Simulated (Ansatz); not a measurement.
Crystal: Si2Mo.

```
CELL_PARAMETERS angstrom
-1.60000 1.60000 3.93050
1.60000 -1.60000 3.93050
1.60000 1.60000 -3.93050
ATOMIC_POSITIONS crystal
Mo 0.00000 0.00000 0.00000
Si 0.66700 0.66700 0.00000
Si 0.33300 0.33300 0.00000
```

```yaml
Program: Ansatz 0.2.0
Task: relaxation of cell and atoms
Functional: BLYP
Dispersion: D3(BJ)
Potentials_or_basis: Ansatz PAW
Cutoff: "420 eV (not typed: the program's choice for these potentials)"
k_mesh: 12 × 12 × 12
Occupations: fermi-dirac, width 0.05 eV
Spin: no spin polarisation
```

At the start: volume 13.42 Å³/atom.

Task: Where does the relaxation end?

Result: It ends after 5 steps and the volume is 13.11 Å³/atom (-2.3 %); space group I4/mmm (No. 139, to 0.05 Å).

The path:
```csv
step,energy change (eV),largest force (eV/Å),volume (Å³)
1,0.0000,0.3253,40.25
2,-0.0210,0.0119,39.13
3,-0.0217,0.0141,39.34
4,-0.0217,0.0028,39.34
5,-0.0215,0.0028,39.34
```

Final structure:
```
Mo Si
1.0
    -1.59128    1.59128    3.88371
     1.59128   -1.59128    3.88371
     1.59128    1.59128   -3.88371
Mo Si
1 2
Direct
  0.00000 0.00000 0.00000
  0.66504 0.66504 0.00000
  0.33496 0.33496 0.00000
```

Caveat: the plane-wave basis is chosen anew once the cell has moved, so the energies of steps on either side of that aren't comparable; the PAW data sets come from PBE, with cores solved anew for the run's functional, which leaves a small shift of forces and pressure.
